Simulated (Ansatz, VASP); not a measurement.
SrCl2 in VASP and in Ansatz

```
Sr Cl
1.0
     0.00000    2.77775    2.77775
     2.77775    0.00000    2.77775
     2.77775    2.77775    0.00000
Sr Cl
1 2
Direct
  0.00000 0.00000 0.00000
  0.75000 0.75000 0.75000
  0.25000 0.25000 0.25000
```

Change from the starting cell: volume scaled by 0.5, PAW files.

Alike in both runs: task single point; functional PBEsol; k mesh 7 × 7 × 7; occupations fermi-dirac, width 0.03 eV; no spin polarisation.

```csv
,VASP,Ansatz
version,VASP 6.6.1,Ansatz 0.2.0
potentials or method,"VASP PAW PBE potentials, release 64 (Sr_sv, Cl)","PAW with Ansatz's default frozen-core files, scalar-relativistic"
plane-wave cutoff (eV),520,420
valence electrons in the cell,24,24
```

Ansatz gave:

```
gap on the k mesh at the Fermi level (eV) : 3.91
pressure (GPa)                            : 103.2
```

Q: Which values does VASP return?

A: gap on the k mesh at the Fermi level (eV): 3.87; pressure (GPa): 106.0.

The functional is the same, so the differences come from potentials, cutoffs and numerics.

Caveats: the cell as given lies far from equilibrium; so large a pressure means that the cell lies far from this level's equilibrium, or that cutoff or potentials fall short (VASP); the potentials were made for another functional, which shifts forces and pressure (VASP); an odd mesh through Γ misses points on the zone boundary, where band edges often lie.
